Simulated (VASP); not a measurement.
# SnS2 in VASP: further runs

One sheet, SnS2, is run at these levels: PBE, HSE06, PBE0; tasks: work function.

All numbers are computed with VASP 6.6.1; they aren't measurements. Logs are shortened: lines on timing, memory, paths and dates and some standing lists are left out, and cuts for length are marked.

**1. Starting point**

The cell holds a sheet with vacuum, 3 atoms: a = 3.663 Å, b = 3.663 Å, c = 18.960 Å, α = 90.00°, β = 90.00°, γ = 120.00°.

The cell was built by a generator and needn't be a form met in nature.

**2. Work function, PBE**

File INCAR:

```
SYSTEM = SnS2
ALGO = Normal
DIPOL = 0.5 0.5 0.500
EDIFF = 1E-6
ENCUT = 520
GGA = PE
IDIPOL = 3
ISIF = 2
ISMEAR = 0
KPAR = 4
LASPH = .TRUE.
LCHARG = .TRUE.
LDIPOL = .TRUE.
LREAL = .FALSE.
LVACPOTAV = .TRUE.
LVHAR = .TRUE.
LWAVE = .FALSE.
NELM = 80
PREC = Accurate
SIGMA = 0.03
```

File KPOINTS:

```
k-points
0
G
  12 12 1
  0 0 0
```

File POSCAR:

```
SnS2                                    
1.0
    3.6627591756      0.0000000000      0.0000000000
   -1.8313795878      3.1720424980      0.0000000000
    0.0000000000      0.0000000000     18.9600000000
  S               Sn            
     2     1
Direct
     0.3333330000000032    0.6666669999999968    0.4217236219485484
     0.6666669999999968    0.3333330000000032    0.5782763780514516
     0.0000000000000000    1.0000000000000000    0.5000000000000000
```

Potentials or basis: VASP PAW PBE potentials, release 64 (S, Sn_d).

On the command line:

```console
$ cat potpaw_PBE.64/S/POTCAR potpaw_PBE.64/Sn_d/POTCAR > POTCAR
$ mpirun -np 4 vasp_std > vasp.out
```

OUTCAR:

```text
SYSTEM = SnS2
   EDIFF = 1E-6
   ENCUT = 520
   GGA = PE
   ISIF = 2
   ISMEAR = 0
   LASPH = .TRUE.
   LREAL = .FALSE.
   NELM = 80
   PREC = Accurate

 ion  position               nearest neighbor table
   1  0.333  0.667  0.422-   3 2.58   3 2.58   3 2.58
   2  0.667  0.333  0.578-   3 2.58   3 2.58   3 2.58
   3  0.000  0.000  0.500-   1 2.58   2 2.58   2 2.58   1 2.58   2 2.58   1 2.58

  LATTYP: Found a hexagonal cell.
 ALAT       =     3.6627591756
 C/A-ratio  =     5.1764255008

  Lattice vectors:

 A1 = (   3.6627591756,   0.0000000000,   0.0000000000)
 A2 = (  -1.8313795878,   3.1720424980,   0.0000000000)
 A3 = (   0.0000000000,   0.0000000000,  18.9600000000)

Analysis of symmetry for initial positions (statically):
=====================================================================
 Subroutine PRICEL returns:
 Original cell was already a primitive cell.

 Routine SETGRP: Setting up the symmetry group for a
 hexagonal supercell.

 Subroutine GETGRP returns: Found 12 space group operations
 (whereof 12 operations were pure point group operations)
 out of a pool of 24 trial point group operations.

The static configuration has the point symmetry D_3d.

Analysis of symmetry for dynamics (positions and initial velocities):
=====================================================================
 Subroutine PRICEL returns:
 Original cell was already a primitive cell.

 Routine SETGRP: Setting up the symmetry group for a
 hexagonal supercell.

 Subroutine GETGRP returns: Found 12 space group operations
 (whereof 12 operations were pure point group operations)
 out of a pool of 24 trial point group operations.

The dynamic configuration has the point symmetry D_3d.

 Subroutine INISYM returns: Found 12 space group operations
 (whereof 12 operations are pure point group operations),
 and found     1 'primitive' translations

----------------------------------------------------------------------------------------

                                     Primitive cell

  volume of cell :     220.2854

  direct lattice vectors                    reciprocal lattice vectors
     3.662759176  0.000000000  0.000000000     0.273018223  0.157627144  0.000000000
    -1.831379588  3.172042498  0.000000000     0.000000000  0.315254288  0.000000000
     0.000000000  0.000000000 18.960000000     0.000000000  0.000000000  0.052742616

  length of vectors
     3.662759176  3.662759179 18.960000000     0.315254289  0.315254288  0.052742616

[... 83 lines left out ...]
   ISYM   =      2    0-nonsym 1-usesym 2-fastsym
   POTIM  = 0.5000    time-step for ionic-motion
   TEBEG  =    0.0;   TEEND  =   0.0 temperature during run
   PSTRESS=    0.0 pullay stress
   NELECT =      26.0000    total number of electrons
   NUPDOWN=      -1.0000    fix difference up-down
   EMIN   =  10.00;   EMAX   =-10.00  energy-range for DOS
   EFERMI =   0.00;   METHOD = LEGACY
   ISMEAR =     0;   SIGMA  =   0.03  broadening in eV -4-tet -1-fermi 0-gaus
   EFERMI_NEDOS =   21; number of points for ismear=-14 and -15
   IALGO  =     38    algorithm
   IMIX   =      4    mixing-type and parameters
     AMIX     =   0.40;   BMIX     =  1.00
     AMIX_MAG =   1.60;   BMIX_MAG =  1.00
  volume/ion in A,a.u.               =      73.43       495.52
  Fermi-wavevector in a.u.,A,eV,Ry     =   0.803040  1.517526  8.774041  0.644874
  Thomas-Fermi vector in A             =   1.910832
   LORBIT       =      0    0 simple, 1 ext, 2 COOP (PROOUT), +10 PAW based schemes
   GGA     = PE    functional components
   LHFCALC =     F    Hartree Fock is set to
   AEXX    =    0.0000 exact exchange contribution
   IVDW    =     0    specifies the selected vdW correction
   LEPSILON=     F    determine dielectric tensor
   LRPA    =     F    only Hartree local field effects (RPA)
 non-spin polarized calculation
 Gauss-broadening in eV      SIGMA  =   0.03
  energy-cutoff  :      520.00
  volume of cell :      220.29
 maximum number of plane-waves:      5962
 NGX is ok and might be reduce to    28
   NGX = 13   NGY = 13   NGZ = 71

 dipolmoment           0.000000      0.000000     -0.000000 electrons x Angstroem

 number of electron      26.0000009 magnetization

 dipolmoment           0.000000      0.000000      0.000000 electrons x Angstroem

 Free energy of the ion-electron system (eV)
  ---------------------------------------------------
  ext. energy  EPLUGINS =         0.00000000
  ---------------------------------------------------
  free energy    TOTEN  =       -13.20664587 eV

  energy without entropy =      -13.20664587  energy(sigma->0) =      -13.20664587

 E-fermi :  -3.1296     XC(G=0):  -3.5695

 val. band max:       -3.2759069655   @ k =   0.1667  -0.0000   0.0000
 cond. band min:      -1.7001475610   @ k =   0.5000   0.0000   0.0000
 fundamental gap:      1.5757594045
 Fermi energy:        -3.1296319095

 k-point     1 :       0.0000    0.0000    0.0000
  band No.  band energies     occupation
      1     -24.0456      2.00000
      2     -24.0456      2.00000
      3     -24.0036      2.00000
      4     -23.9788      2.00000
      5     -23.9788      2.00000
      6     -16.6861      2.00000
[... 357 lines left out ...]
      4     -23.9795      2.00000
      5     -23.9546      2.00000
      6     -14.3537      2.00000
[... 9 lines left out ...]
     16       2.8614      0.00000
     17       4.2913      0.00000

------------------------ aborting loop because EDIFF is reached ----------------------------------------

  FORCE on cell =-STRESS in cart. coord.  units (eV):
  Direction    XX          YY          ZZ          XY          YZ          ZX
  --------------------------------------------------------------------------------------
  -------------------------------------------------------------------------------------
  Total        0.7320289      0.7320289      0.1995110      0.0000000      0.0000000      0.0000000
  in kB        5.3241848      5.3241848      1.4510811      0.0000000      0.0000000      0.0000000
  external PRESSURE =       4.0331502 kB  Pullay stress =       0.0000000 kB

 VOLUME and BASIS-vectors are now :
 -----------------------------------------------------------------------------
  energy-cutoff  :      520.00
  volume of cell :      220.29
      direct lattice vectors                 reciprocal lattice vectors
     3.662759176  0.000000000  0.000000000     0.273018223  0.157627144  0.000000000
    -1.831379588  3.172042498  0.000000000     0.000000000  0.315254288  0.000000000
     0.000000000  0.000000000 18.960000000     0.000000000  0.000000000  0.052742616

 POSITION                                       TOTAL-FORCE (eV/Angst)
 -----------------------------------------------------------------------------------
     -0.00000      2.11470      7.99588         0.000000      0.000000     -0.074627
      1.83138      1.05735     10.96412        -0.000000      0.000000      0.074627
      0.00000      0.00000      9.48000        -0.000000      0.000000     -0.000000
 -----------------------------------------------------------------------------------
    total drift:                               -0.000000     -0.000000      0.000000

  FREE ENERGIE OF THE ION-ELECTRON SYSTEM (eV)
  ---------------------------------------------------
  free  energy   TOTEN  =       -13.2066458697 eV

  energy  without entropy=      -13.2066458697  energy(sigma->0) =      -13.20664587

 vacuum level on the upper side and lower side of the slab         3.474         3.474
```

OSZICAR:

```text
N       E                     dE             d eps       ncg     rms          rms(c)
DAV:   1     0.205486367973E+03    0.20549E+03   -0.11536E+04   678   0.130E+03
DAV:   2     0.971350202271E+01   -0.19577E+03   -0.19203E+03   851   0.282E+02
DAV:   3    -0.130850915303E+02   -0.22799E+02   -0.22752E+02   801   0.113E+02
DAV:   4    -0.137072924342E+02   -0.62220E+00   -0.62192E+00   940   0.222E+01
DAV:   5    -0.137257521273E+02   -0.18460E-01   -0.18459E-01  1002   0.349E+00    0.843E+00
DAV:   6    -0.132326378816E+02    0.49311E+00   -0.12385E+00   996   0.125E+01    0.614E+00
DAV:   7    -0.132176195201E+02    0.15018E-01   -0.47237E-01   913   0.498E+00    0.895E-01
DAV:   8    -0.132059250137E+02    0.11695E-01   -0.75644E-02   922   0.294E+00    0.654E-01
DAV:   9    -0.132064152664E+02   -0.49025E-03   -0.44962E-03   844   0.500E-01    0.154E-01
DAV:  10    -0.132064450098E+02   -0.29743E-04   -0.55716E-04  1012   0.262E-01    0.961E-02
DAV:  11    -0.132065151658E+02   -0.70156E-04   -0.13581E-04   803   0.811E-02    0.259E-02
DAV:  12    -0.132065368274E+02   -0.21662E-04   -0.86033E-06  1028   0.263E-02    0.213E-02
DAV:  13    -0.132065894447E+02   -0.52617E-04   -0.12408E-05   756   0.260E-02    0.943E-03
DAV:  14    -0.132066041783E+02   -0.14734E-04   -0.13350E-06   772   0.869E-03    0.479E-03
DAV:  15    -0.132066457325E+02   -0.41554E-04   -0.11038E-05   727   0.178E-02    0.109E-02
DAV:  16    -0.132066458697E+02   -0.13721E-06   -0.55451E-07   772   0.830E-03
   1 F= -.13206646E+02 E0= -.13206646E+02  d E =-.335062E-13
```

Wall time 30 s (4 MPI ranks of Intel Xeon Platinum 8488C (Sapphire Rapids), shared host); peak memory 0.36 GiB.

What came out:

```
Free energy                            : -13.2066 eV
Largest force                          : 0.075 eV/Å
Band gap on the k mesh                 : 1.58 eV, indirect (least direct gap 1.83 eV)
Ionisation potential of the upper face : 6.75 eV
```

Forces in eV/Å, atoms in the order of the input:
```
S    0.000  0.000 -0.075
S    0.000  0.000  0.075
Sn   0.000  0.000  0.000
```

Caveat: spin-orbit coupling is left out, which moves the levels of the heavy elements.

**3. Work function, PBE, non-collinear spin, zero start, spin-orbit coupling**

INCAR: that of step 2 with these lines changed.

```diff
@@ -6,2 +6,3 @@
 GGA = PE
+GGA_COMPAT = .FALSE.
 IDIPOL = 3
@@ -13,3 +14,5 @@
 LDIPOL = .TRUE.
+LORBIT = 11
 LREAL = .FALSE.
+LSORBIT = .TRUE.
 LVACPOTAV = .TRUE.
@@ -17,2 +20,3 @@
 LWAVE = .FALSE.
+MAGMOM = 0 0 0 0 0 0 0 0 0
 NELM = 80
```

KPOINTS is that of step 2.

POSCAR is that of step 2.

Potentials or basis: VASP PAW PBE potentials, release 64 (S, Sn_d).

On the command line:

```console
$ cat potpaw_PBE.64/S/POTCAR potpaw_PBE.64/Sn_d/POTCAR > POTCAR
$ mpirun -np 4 vasp_ncl > vasp.out
```

OUTCAR:

```text
SYSTEM = SnS2
   EDIFF = 1E-6
   ENCUT = 520
   GGA = PE
   ISIF = 2
   ISMEAR = 0
   LASPH = .TRUE.
   LORBIT = 11
   LREAL = .FALSE.
   LSORBIT = .TRUE.
   NELM = 80
   PREC = Accurate

 ion  position               nearest neighbor table
   1  0.333  0.667  0.422-   3 2.58   3 2.58   3 2.58
   2  0.667  0.333  0.578-   3 2.58   3 2.58   3 2.58
   3  0.000  0.000  0.500-   1 2.58   2 2.58   2 2.58   1 2.58   2 2.58   1 2.58

  LATTYP: Found a hexagonal cell.
 ALAT       =     3.6627591756
 C/A-ratio  =     5.1764255008

  Lattice vectors:
[... 996 lines left out ...]
 l=   3
     0.0000000     0.0000000     0.0000000     0.0000000     0.0000000     0.0000000     0.0000000
     0.0000000     0.0000000     0.0000000     0.0000000     0.0000000     0.0000000     0.0000000
     0.0000000     0.0000000     0.0000000     0.0000000     0.0000000     0.0000000     0.0000000
     0.0000000     0.0000000     0.0000000     0.0000000     0.0000000     0.0000000     0.0000000
     0.0000000     0.0000000     0.0000000     0.0000000     0.0000000     0.0000000     0.0000000
     0.0000000     0.0000000     0.0000000     0.0000000     0.0000000     0.0000000     0.0000000
     0.0000000     0.0000000     0.0000000     0.0000000     0.0000000     0.0000000     0.0000000

 total charge

# of ion       s       p       d       tot
------------------------------------------
    1        1.364   2.334   0.000   3.698
    2        1.364   2.334   0.000   3.698
    3        1.018   1.029  10.139  12.186
--------------------------------------------------
tot          3.745   5.698  10.139  19.583

 magnetization (x)

# of ion       s       p       d       tot
------------------------------------------
    1        0.000   0.000   0.000   0.000
    2        0.000   0.000   0.000   0.000
    3        0.000   0.000   0.000   0.000
--------------------------------------------------
tot          0.000   0.000   0.000   0.000

 magnetization (y)

# of ion       s       p       d       tot
------------------------------------------
    1        0.000   0.000   0.000   0.000
    2       -0.000   0.000   0.000   0.000
    3        0.000   0.000  -0.000  -0.000
--------------------------------------------------
tot          0.000   0.000  -0.000   0.000

 magnetization (z)

# of ion       s       p       d       tot
------------------------------------------
    1        0.000   0.000   0.000   0.000
    2        0.000   0.000   0.000   0.000
    3        0.000   0.000   0.000   0.000
--------------------------------------------------
tot          0.000   0.000   0.000   0.000
```

Run time: 3.6 min. Hardware: 4 MPI ranks of Intel Xeon Platinum 8488C (Sapphire Rapids), shared host; peak memory 0.92 GiB.

What came out:

- Free energy: -13.2514 eV
- Largest force: 0.073 eV/Å
- Net moment: 0.00 μB per cell
- Valence electrons inside the program's atomic spheres: S 3.70; Sn 12.19
- Work function of the upper face: 6.61 eV
- Work function of the lower face: 6.61 eV

Forces in eV/Å, atoms in the order of the input:
```
S    0.000  0.000 -0.073
S    0.000  0.000  0.073
Sn   0.000  0.000  0.000
```

Moments on the atoms (μB; x, y, z):
```
S   0.00 0.00 0.00
S   0.00 0.00 0.00
Sn  0.00 0.00 0.00
```

**4. Work function, HSE06**

POSCAR is that of step 3.

File INCAR.step1:

```
SYSTEM = SnS2
ALGO = Normal
DIPOL = 0.5 0.5 0.500
EDIFF = 1E-5
ENCUT = 520
GGA = PE
IDIPOL = 3
ISIF = 2
ISMEAR = 0
KPAR = 4
LASPH = .TRUE.
LDIPOL = .TRUE.
LREAL = .FALSE.
LWAVE = .TRUE.
NELM = 80
PREC = Accurate
SIGMA = 0.03
```

File INCAR.step2:

```
SYSTEM = SnS2
ALGO = Normal
DIPOL = 0.5 0.5 0.500
EDIFF = 1E-6
ENCUT = 520
GGA = PE
HFSCREEN = 0.2
IDIPOL = 3
ISIF = 2
ISMEAR = 0
ISTART = 1
KPAR = 4
LASPH = .TRUE.
LCHARG = .TRUE.
LDIPOL = .TRUE.
LHFCALC = .TRUE.
LREAL = .FALSE.
LVACPOTAV = .TRUE.
LVHAR = .TRUE.
LWAVE = .FALSE.
NELM = 80
PREC = Accurate
PRECFOCK = Fast
SIGMA = 0.03
```

File KPOINTS:

```
k-points
0
G
  6 6 1
  0 0 0
```

Potentials or basis: VASP PAW PBE potentials, release 64 (S, Sn_d).

On the command line:

```console
$ cat potpaw_PBE.64/S/POTCAR potpaw_PBE.64/Sn_d/POTCAR > POTCAR
$ cp INCAR.step1 INCAR
$ mpirun -np 4 vasp_std > vasp.out
$ cp INCAR.step2 INCAR
$ mpirun -np 4 vasp_std > vasp.out
```

OUTCAR:

```text
SYSTEM = SnS2
   EDIFF = 1E-6
   ENCUT = 520
   GGA = PE
   HFSCREEN = 0.2
   ISIF = 2
   ISMEAR = 0
   ISTART = 1
   LASPH = .TRUE.
   LHFCALC = .TRUE.
   LREAL = .FALSE.
   NELM = 80
   PREC = Accurate
   PRECFOCK = Fast

 ion  position               nearest neighbor table
   1  0.333  0.667  0.422-   3 2.58   3 2.58   3 2.58
   2  0.667  0.333  0.578-   3 2.58   3 2.58   3 2.58
   3  0.000  0.000  0.500-   1 2.58   2 2.58   2 2.58   1 2.58   2 2.58   1 2.58

[... 330 lines left out ...]

  FORCE on cell =-STRESS in cart. coord.  units (eV):
  Direction    XX          YY          ZZ          XY          YZ          ZX
  --------------------------------------------------------------------------------------
  -------------------------------------------------------------------------------------
  Total       -0.6315541     -0.6315541     -1.2927066      0.0000000     -0.0000000      0.0000000
  in kB       -4.5934126     -4.5934127     -9.4020996      0.0000000     -0.0000000      0.0000000
  external PRESSURE =      -6.1963083 kB  Pullay stress =       0.0000000 kB

 VOLUME and BASIS-vectors are now :
 -----------------------------------------------------------------------------
  energy-cutoff  :      520.00
  volume of cell :      220.29
      direct lattice vectors                 reciprocal lattice vectors
     3.662759176  0.000000000  0.000000000     0.273018223  0.157627144  0.000000000
    -1.831379588  3.172042498  0.000000000     0.000000000  0.315254288  0.000000000
     0.000000000  0.000000000 18.960000000     0.000000000  0.000000000  0.052742616

 POSITION                                       TOTAL-FORCE (eV/Angst)
 -----------------------------------------------------------------------------------
     -0.00000      2.11470      7.99588         0.000000      0.000000      0.424438
      1.83138      1.05735     10.96412        -0.000000     -0.000000     -0.424438
      0.00000      0.00000      9.48000        -0.000000      0.000000     -0.000000
 -----------------------------------------------------------------------------------
    total drift:                                0.000000     -0.000000     -0.000002

  FREE ENERGIE OF THE ION-ELECTRON SYSTEM (eV)
  ---------------------------------------------------
  free  energy   TOTEN  =       -16.2545814355 eV

  energy  without entropy=      -16.2545814355  energy(sigma->0) =      -16.25458144

 vacuum level on the upper side and lower side of the slab         3.481         3.481
```

OUTCAR.step1:

```text
SYSTEM = SnS2
   EDIFF = 1E-5
   ENCUT = 520
   GGA = PE
   ISIF = 2
   ISMEAR = 0
   LASPH = .TRUE.
[... 354 lines left out ...]
      1.83138      1.05735     10.96412        -0.000000     -0.000000      0.069300
      0.00000      0.00000      9.48000         0.000000      0.000000      0.000000
 -----------------------------------------------------------------------------------
    total drift:                                0.000000     -0.000000      0.000000

  FREE ENERGIE OF THE ION-ELECTRON SYSTEM (eV)
  ---------------------------------------------------
  free  energy   TOTEN  =       -13.2005233094 eV

  energy  without entropy=      -13.2005233094  energy(sigma->0) =      -13.20052331

 vacuum level on the upper side and lower side of the slab         3.167         3.167
```

Wall time 4.1 min (4 MPI ranks of Intel Xeon Platinum 8488C (Sapphire Rapids), shared host); peak memory 0.41 GiB.

Results:

```yaml
Free_energy: -16.2546 eV
Largest_force: 0.424 eV/Å
Band_gap_on_the_k_mesh: 2.41 eV, indirect (least direct gap 2.70 eV)
Ionisation_potential_of_the_upper_face: 7.37 eV
```

Forces in eV/Å, atoms in the order of the input:
```
S    0.000  0.000  0.424
S    0.000  0.000 -0.424
Sn   0.000  0.000  0.000
```

Levels at points of the mesh, in eV from the valence-band top:
| k point | band 9 | band 10 | band 11 | band 12 | band 13 | band 14 | band 15 | band 16 | band 17 |
| --- | --- | --- | --- | --- | --- | --- | --- | --- | --- |
| (0.00, 0.00, 0.00) | -1.02 | -0.52 | -0.52 | -0.09 | -0.09 | 3.39 | 4.82 | 6.56 | 6.56 |
| (0.50, 0.00, 0.00) | -4.74 | -2.43 | -2.29 | -0.63 | -0.29 | 2.41 | 5.79 | 7.28 | 7.43 |

Caveat: the PAW data sets were made with another functional, which shifts forces and pressure a little; spin-orbit coupling is left out, which moves the levels of the heavy elements.

(Part 1 of 2 ends here.)
